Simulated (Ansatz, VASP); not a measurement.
**TaN: VASP beside Ansatz**

```
Ta N
1.0
     2.96060    0.00000    0.00000
    -1.48030    2.56395    0.00000
     0.00000    0.00000    2.87074
Ta N
1 1
Direct
  0.33333 0.66667 0.50000
  0.00000 0.00000 0.00000
```

Alike in both runs: task single point; functional PBEsol; k mesh 18 × 18 × 16; occupations gaussian, width 0.15 eV; no spin polarisation.

|  | VASP | Ansatz |
| --- | --- | --- |
| version | VASP 6.6.1 | Ansatz 0.2.0 |
| potentials or method | VASP PAW PBE potentials, release 64 (Ta_pv, N) | scalar-relativistic, plane waves, PAW |
| plane-wave cutoff (eV) | 520 | 520 |
| valence electrons in the cell | 16 | 18 |

Ansatz gave:

```
gap on the k mesh at the Fermi level (eV)       : none
pressure (GPa)                                  : -8.2
largest component of the traceless stress (GPa) : 4.53
```

Q: Which values does VASP return?

A: gap on the k mesh at the Fermi level (eV): none; pressure (GPa): -7.5; largest component of the traceless stress (GPa): 4.66.

A gap of «none» marks a metal or a gap that the smearing closes. The two sets of potentials don't hold the same shells in valence.

Caveats: the PAW data sets were made with another functional, which shifts forces and pressure a little (VASP). Spin-orbit coupling is left out, which matters for the levels of Ta.
